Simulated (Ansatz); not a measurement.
Crystal: Mn3Si.

```
Mn Si
1.0
     0.00000    2.86100    2.86100
     2.86100    0.00000    2.86100
     2.86100    2.86100    0.00000
Mn Si
3 1
Direct
  0.75000 0.75000 0.75000
  0.25000 0.25000 0.25000
  0.50000 0.50000 0.50000
  0.00000 0.00000 0.00000
```

Below is the output of Ansatz 0.2.0 for this cell. Logs are shortened: lines on timing, memory, paths and dates and some standing lists are left out, and cuts for length are marked.

```text
Warning: RAYON_NUM_THREADS=4 ignored (pool sized by the plan → 4); use --threads N
Mn: projections on atomic orbitals take those of the free atom 1s2 2s2 2p6 3s2 3p6 3d5 4s2, of charge +0.00 (hamiltonian.pseudopotentials.projection_atoms)
Si: projections on atomic orbitals take those of the free atom 1s2 2s2 2p6 3s2 3p2, of charge +0.00 (hamiltonian.pseudopotentials.projection_atoms)
LAPW: plane waves up to 8.606 Å⁻¹, error target 2.0e-3 eV per atom; small_component_spin mean_spin; Si in spheres of 1.239 Å, 12 of its electrons in bands, Dirac shells []; Mn in spheres of 1.239 Å, 15 of its electrons in bands, Dirac shells [] (how accurate: hamiltonian.pseudopotentials.lapw.basis_error, Limitations)
Engine: ansatz 0.2.0, aarch64-unknown-linux-gnu
Pseudopotentials: kind: all_electron
Pseudopotential: Mn, LAPW, valence charge 15, lapw/all_electron/scalar/gaussian/Mn, Koelling and Harmon's equation, gaussian nucleus
Pseudopotential: Si, LAPW, valence charge 12, lapw/all_electron/scalar/gaussian/Si, Koelling and Harmon's equation, gaussian nucleus
Functional definition: PBEsol
  exchange = pbesol_x
  correlation = pbesol_c
Crystal: 4 atoms, lattice volume = 46.836 Å³
Basis set: ecut = 282.15277652343417 eV, 531 PW (Γ), exchange–correlation at level 2
Bands: 42, of which v1, the nominal top of the filled ones, is band 29 counted from 1 (28 counted from 0)
Symmetry: 48 space group operations
[... 73 lines left out ...]
  atom   4  Si    -0.00000000     0.00000000     0.00000000
  max |Σ_I F_I| component: 1.39e-17 eV/Å
--- Stress (GPa, compression-positive) ---
       48.384660      -0.000000      -0.000000
       -0.000000      48.384660      -0.000000
       -0.000000      -0.000000      48.384660
  P = ⅓ Tr σ = 48.3847 GPa (483.847 kbar)
--- Band table (eV; the first three rows and the last of 58) ---
  k-point 0 ↑: bands = ["-114.7607", "-71.0309", "-71.0309", "-71.0309", "-62.7751", "-61.5363", "-61.5142", "-31.7062", "-31.7062", "-31.7062", "-30.5116", "-30.5116", "-30.5116", "-30.4034", "-30.4034", "-30.4034", "6.7938", "10.6697", "10.6697", "11.5093", "11.5093", "11.5093", "11.7482", "11.7482", "11.7482", "14.3439", "14.3439", "14.7479", "14.7479", "14.7479", "15.3495", "15.3495", "21.2471", "21.7551", "21.7551", "21.7551", "23.3133", "23.3133", "23.3133", "26.5248", "26.5248", "26.5248"]
  k-point 1 ↑: bands = ["-114.7611", "-71.0309", "-71.0309", "-71.0308", "-62.7756", "-61.5359", "-61.5167", "-31.7074", "-31.7074", "-31.7055", "-30.5071", "-30.5071", "-30.5027", "-30.4117", "-30.4067", "-30.4067", "7.0021", "10.6884", "10.6884", "11.3345", "11.5645", "11.5645", "11.8444", "11.8444", "11.8826", "14.3118", "14.3118", "14.5248", "14.6243", "14.6243", "15.3072", "15.3072", "20.2389", "21.5528", "21.5528", "21.8283", "23.4300", "23.4385", "23.4385", "26.3321", "26.3321", "27.0956"]
  k-point 2 ↑: bands = ["-114.7621", "-71.0309", "-71.0309", "-71.0306", "-62.7770", "-61.5348", "-61.5222", "-31.7102", "-31.7102", "-31.7034", "-30.4949", "-30.4949", "-30.4822", "-30.4315", "-30.4158", "-30.4158", "7.5763", "10.7778", "10.7778", "11.2222", "11.5667", "11.5667", "11.7838", "12.2182", "12.2182", "14.1244", "14.1244", "14.1335", "14.4346", "14.4346", "15.1523", "15.1523", "18.3005", "21.2756", "21.2756", "21.5968", "23.2110", "23.2110", "24.5728", "26.7625", "26.7625", "27.6339"]
  k-point 28 ↓: bands = ["-114.8040", "-71.0905", "-71.0905", "-71.0903", "-58.2891", "-57.6082", "-57.6082", "-27.3819", "-27.3407", "-27.3407", "-26.7002", "-26.6166", "-26.5913", "-26.5913", "-26.5670", "-26.5651", "10.2281", "13.5023", "13.5023", "14.4419", "17.8944", "18.4717", "18.4717", "20.1747", "20.4182", "20.9078", "20.9078", "22.2672", "22.2672", "22.3438", "22.3608", "22.4423", "22.7522", "22.7522", "24.4175", "26.3621", "27.6866", "27.6866", "27.6903", "30.9167", "31.3453", "31.3453"]
Occupation matrices written to <dir>
--- Occupation matrices: 3 shells (run DFT+U table (ortho-atomic); ε = 1.67e-3) ---
  Mn0 d_3D: site group Td (-43m)
  Mn0 d_3D up     Tr n = 4.8069  λ = 0.950 0.950 0.950 0.979 0.979  [3× xz 0.33 (T2g 1.00) T2(1.00) | 2× z2 0.50 (Eg 1.00) E(1.00)]
  Mn0 d_3D dn     Tr n = 1.0506  λ = 0.105 0.105 0.105 0.368 0.368  [3× xz 0.33 (T2g 1.00) T2(1.00) | 2× z2 0.50 (Eg 1.00) E(1.00)]
  Mn1 d_3D: site group Td (-43m)
  Mn1 d_3D up     Tr n = 4.8069  λ = 0.950 0.950 0.950 0.979 0.979  [3× xz 0.33 (T2g 1.00) T2(1.00) | 2× z2 0.50 (Eg 1.00) E(1.00)]
  Mn1 d_3D dn     Tr n = 1.0506  λ = 0.105 0.105 0.105 0.368 0.368  [3× xz 0.33 (T2g 1.00) T2(1.00) | 2× z2 0.50 (Eg 1.00) E(1.00)]
  Mn2 d_3D: site group Oh (m-3m)
  Mn2 d_3D up     Tr n = 4.9164  λ = 0.981 0.981 0.981 0.986 0.986  [3× xz 0.33 (T2g 1.00) T2g(1.00) | 2× z2 0.50 (Eg 1.00) Eg(1.00)]
  Mn2 d_3D dn     Tr n = 0.6059  λ = 0.114 0.114 0.114 0.132 0.132  [3× xz 0.33 (T2g 1.00) T2g(1.00) | 2× z2 0.50 (Eg 1.00) Eg(1.00)]
  Tr n, λ and their labels are of the run-group-symmetrised matrices; stabiliser: 48 of 96 elements of G0×{1,Θ} (closed), max defect 2.4e-15 at τ = 3.6e-4
```

Question: What input gives this log?

Answer: Density of states with PBEsol+U, collinear spin, ferromagnetic start. The files as run (others can give the same):

input.yaml
```yaml
crystal:
  lattice:
    - [0.0, 2.861, 2.861]
    - [2.861, 0.0, 2.861]
    - [2.861, 2.861, 0.0]
  atoms:
    - { symbol: Mn, position: [0.75, 0.75, 0.75], spin: 4.0 }
    - { symbol: Mn, position: [0.25, 0.25, 0.25], spin: 4.0 }
    - { symbol: Mn, position: [0.5, 0.5, 0.5], spin: 4.0 }
    - { symbol: Si, position: [0.0, 0.0, 0.0] }
kpoints:
  mp_grid: { grid: [8, 8, 8] }
scf:
  occupations: { method: fermi_dirac, width: 0.05 }
hamiltonian:
  xc: pbesol
  pseudopotentials: { kind: all_electron, lapw: { basis_error: 0.002 } }
  hubbard:
    sites: [{ species: Mn, l: d, u_eff: 6 }]
    double_counting: fll
    projectors: ortho-atomic
magnetization:
  spin_polarized: true
output:
  forces: true
  stress: true
  eigenvalues: true
  dos: { projected: false, de: 0.1, e_range: [-20, 6] }
  hubbard: {}
```

Potentials or basis: all-electron LAPW, scalar-relativistic.
Command:
```bash
$ ansatz run input.yaml --threads 4 --pin off --max-ram 12288MiB --backend cpu --events-out ev --progress --plain --runs-dir out
```

Caveat: the magnetic state may not be the lowest; the magnetic or orbital state may not be the lowest; a pressure of tens of GPa on the cell as given is suspect, and the run, the potentials or the cell itself is likely at fault; the U is typed as a test and isn't derived for this compound.
